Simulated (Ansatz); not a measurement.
# Relaxing thallium (fcc)

These are results of DFT, PBEsol, plane waves (420 eV) with PAW, scalar-relativistic (Ansatz 0.2.0), not measurements. The PAW files were generated under PBE, with cores re-solved for the functional.

k-point mesh 11×11×11, Fermi-Dirac smearing 0.1 eV, no spin polarisation. Cell and atoms relax.

Starting structure:

```yaml
crystal:
  lattice:
    - [0.0, 2.4112096569, 2.4112096569]
    - [2.4112096569, 0.0, 2.4112096569]
    - [2.4112096569, 2.4112096569, 0.0]
  atoms:
    - { symbol: Tl, position: [0.0, 0.0, 0.0] }
hamiltonian:
  xc: pbesol
  pseudopotentials:
    kind: paw
    azcp:
      Tl: "pseudopotentials/Tl.paw.azcp"
basis:
  ecutwfc: 420
  fft_grid_basis: typed
kpoints:
  mp_grid: { grid: [11, 11, 11], shift: [0, 0, 0] }
magnetization:
  spin_polarized: false
scf:
  occupations: { method: fermi_dirac, width: 0.1 }
relax:
  max_steps: 60
  f_tol: 0.01
  cell: {}
```

Task: The pressure at the start is 0.5 GPa. By how much does the volume change?

Result: From 28.04 to 28.43 Å³ per atom, 1.4 %. The final cell has a = 4.845 Å.

Task: How much energy does the relaxation gain?

Result: 0.7 meV per atom.
